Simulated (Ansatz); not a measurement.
MnS:

```xyz
2
Lattice="0.0000 2.6045 2.6045 2.6045 0.0000 2.6045 2.6045 2.6045 0.0000" Properties=species:S:1:pos:R:3 pbc="T T T"
Mn    0.0000    0.0000    0.0000
S     2.6045    2.6045    2.6045
```

Below is the output of Ansatz 0.2.0 for this cell. Logs are shortened: lines on timing, memory, paths and dates and some standing lists are left out, and cuts for length are marked.

```text
Warning: RAYON_NUM_THREADS=2 ignored (pool sized by the plan → 2); use --threads N
Engine: ansatz 0.2.0, aarch64-unknown-linux-gnu
Pseudopotentials: kind: paw
Pseudopotential: Mn, paw, valence charge 15, recommended cutoff 420 eV (normal), Mn.paw.azcp
Pseudopotential: S, paw, valence charge 6, recommended cutoff 420 eV (normal), S.paw.azcp
Functional definition: PBE
  parameter kappa = 0.804
  parameter beta = 0.06672455060314922
  exchange = pbe_x(kappa = kappa, mu = beta*pi^2/3)
  correlation = pbe_c(beta = beta)
Crystal: 2 atoms, lattice volume = 35.335 Å³
Basis set: ecut = 420 eV, 701 PW (Γ), exchange–correlation on 50×50×50 points (8 copies of the dense FFT grid, shifted against one another)
Bands: 17, of which v1, the nominal top of the filled ones, is band 11 counted from 1 (10 counted from 0)
Symmetry: 48 space group operations
Space group: Fm-3m (ITA 225), of the structure as read, at distance tolerance 3.3e-5 Å
Magnetic group: BNS 225.116 (UNI 1618), of the structure as read, at distance tolerance 3.3e-5 Å
k-points: 35 of 729
Non-local potential: Mn, projectors of the file, l = 0: 3, l = 1: 2, l = 2: 3, l = 3: 1
Non-local potential: S, projectors of the file, l = 0: 2, l = 1: 2, l = 2: 2
PAW form: soft (Blöchl's): semilocal exchange-correlation on the pseudo side does not see the compensation charge
PAW one-centre angular grid: Mn, 590 points (default); XC on 64 Gauss nodes
PAW one-centre angular grid: S, 110 points (default); XC on 64 Gauss nodes
Initial density: superposition of atomic densities (chi_scale 0.1, normalization cell, long waves kept (reshape's long-wave potential 0.00 eV rms))
[... 14 lines left out ...]
SCF iter   7: F=—  HF=-4801.825206 eV  |F-HF|=—  |Δ(HF+E_count)|=   6.84e-4  Δρ=2.42e-4 (↑2.42e-4 ↓1.26e-4)  dr2=4.85e-5  dr2_m=1.69e-6  M=4.720 μB ∫|m|=4.720 μB  β_m=0.66  ethr=2.25e-6  ⟨swp⟩=2.1  Hψ=2005  notcnv=0  defer=123
SCF iter   8: F=—  HF=-4801.825200 eV  |F-HF|=—  |Δ(HF+E_count)|=   5.83e-6  Δρ=5.56e-5 (↑5.56e-5 ↓4.86e-5)  dr2=3.03e-6  dr2_m=1.90e-7  M=4.720 μB ∫|m|=4.720 μB  β_m=0.83  ethr=2.31e-7  ⟨swp⟩=1.6  Hψ=1550  notcnv=0  defer=123
SCF iter   9: F=—  HF=-4801.825200 eV  |F-HF|=—  |Δ(HF+E_count)|=   5.30e-7  Δρ=9.91e-6 (↑9.91e-6 ↓6.06e-6)  dr2=7.20e-8  dr2_m=8.70e-9  M=4.720 μB ∫|m|=4.720 μB  β_m=0.77  ethr=1.44e-8  ⟨swp⟩=2.1  Hψ=1719  notcnv=0  defer=123
SCF iter  10: F=-4801.825200 eV  HF=-4801.825200 eV  |F-HF|=1.19e-9  |Δ(HF+E_count)|=   1.81e-8  Δρ=2.57e-6 (↑1.09e-6 ↓2.57e-6)  dr2=2.41e-9  dr2_m=7.70e-10  M=4.720 μB ∫|m|=4.720 μB  ethr=3.43e-10  ⟨swp⟩=5.0  Hψ=4990  notcnv=0
SCF 1 converged in 10 iterations: F = -4801.825200 eV  dr2 = 2.41e-9
  greatest PAW one-centre occupation: 1.003 electrons in one spin orbital (limit 2), on the Mn atom at site 0 (counted from 0), in its partial waves of l = 1
SCF converged after 10 iterations
Magnetization: 4.7200 μB (12.8600 up, 8.1400 down)
Absolute magnetization: 4.7200 μB (∫|ρ↑−ρ↓|, with the PAW one-centre terms)
Spin contamination: 0.0299 ħ² per cell (⟨S²⟩ above its minimum at these occupations)
Per-site moments (μB) at R_I (Å): [(4.214122197578343, 1.0743562500000001), (0.15117452626907713, 1.0743562500000001)]
Free energy (F): -4801.825200 eV
Harris-Foulkes:  -4801.825200 eV  (|F-HF|=1.19e-9)
Internal energy: -4801.824859 eV  (E = F + TS)
E sigma→0 (E₀):  -4801.825030 eV
Entropy (-TS):   -0.000340 eV (-0.170 meV/atom)
Fermi energy:    10.318233 eV
--- Per-component energies (eV) ---
  E_band       = -297.533496
  E_kinetic    = 405.789949
  E_local      = -2455.286188  (includes V_loc(G=0)·N_el)
  E_nonlocal   = 280.874856
  E_hartree    = 1007.314898
  E_xc         = -207.933825
  E_vxc        = -229.116723  (∫ρ·V_xc dr)
  E_paw        = -1907.470367  (= ΣΔE_a)
  E_vpaw       = -314.427537  (= ΣTr[D̂ρ^β])
  E_aug_tail   = -0.000008  (compensation charges beyond the density's cutoff)
  E_ewald      = -1925.114175
  E_smearing   = -0.000340  (= −TS)
  E_closure    = 0.000000  (closes the sum)
  Σ components = -4801.825200   (vs F -4801.825200, Δ=0.00e0)
--- Forces (eV/Å), atoms counted from 1 ---
  atom   1  Mn    -0.00000000     0.00000000    -0.00000000
  atom   2  S      0.00000000     0.00000000     0.00000000
  max |Σ_I F_I| component: 9.86e-31 eV/Å
--- Stress (GPa, compression-positive) ---
       -2.843383       0.000000      -0.000000
       -0.000000      -2.843383      -0.000000
       -0.000000      -0.000000      -2.843383
  P = ⅓ Tr σ = -2.8434 GPa (-28.434 kbar)
--- Band table (eV; the first three rows and the last of 70) ---
  k-point 0 ↑: bands = ["-71.5867", "-40.3351", "-40.3351", "-40.3351", "-4.2684", "6.9518", "6.9518", "6.9518", "7.0523", "7.0523", "8.4413", "8.4413", "8.4413", "12.0161", "18.8219", "18.8219", "18.8219"]
  k-point 1 ↑: bands = ["-71.5867", "-40.3360", "-40.3352", "-40.3352", "-4.1441", "6.6403", "6.6850", "6.6850", "7.0229", "7.0229", "7.9487", "8.8540", "8.8540", "12.7908", "17.8945", "18.7415", "18.7415"]
  k-point 2 ↑: bands = ["-71.5865", "-40.3384", "-40.3356", "-40.3356", "-3.7993", "5.4855", "6.1368", "6.1368", "7.1645", "7.1645", "7.6882", "9.5747", "9.5747", "13.7879", "17.1588", "17.7476", "17.7476"]
  k-point 34 ↓: bands = ["-66.9553", "-35.7974", "-35.7961", "-35.7936", "-2.4755", "5.2514", "5.7908", "6.3585", "11.1625", "11.4389", "11.5984", "11.8660", "11.9587", "15.8001", "17.5324", "17.8570", "19.0724"]
```

Question: What input gives this log?

Answer: Single point with PBE, collinear spin, ferromagnetic start. The files as run (others can give the same):

input.yaml
```yaml
crystal:
  lattice:
    - [0.0, 2.6045, 2.6045]
    - [2.6045, 0.0, 2.6045]
    - [2.6045, 2.6045, 0.0]
  atoms:
    - { symbol: Mn, position: [0.0, 0.0, 0.0], spin: 4.0 }
    - { symbol: S, position: [0.5, 0.5, 0.5] }
hamiltonian:
  xc: pbe
  pseudopotentials: { kind: paw }
magnetization:
  spin_polarized: true
kpoints:
  mp_grid: { grid: [9, 9, 9] }
scf:
  occupations: { method: gaussian, width: 0.025 }
output:
  forces: true
  stress: true
  eigenvalues: true
```

Potentials or basis: Ansatz PAW.
Launch:
```sh
$ ansatz run input.yaml --threads 2 --pin off --max-ram 5632MiB --backend cpu --events-out ev --progress --plain --runs-dir out
```

Caveat: a cell with one magnetic atom can't hold antiferromagnetic order, which such compounds often take; semilocal functionals often make such compounds metallic where correlation or magnetic order opens a gap, which also shifts bond lengths.
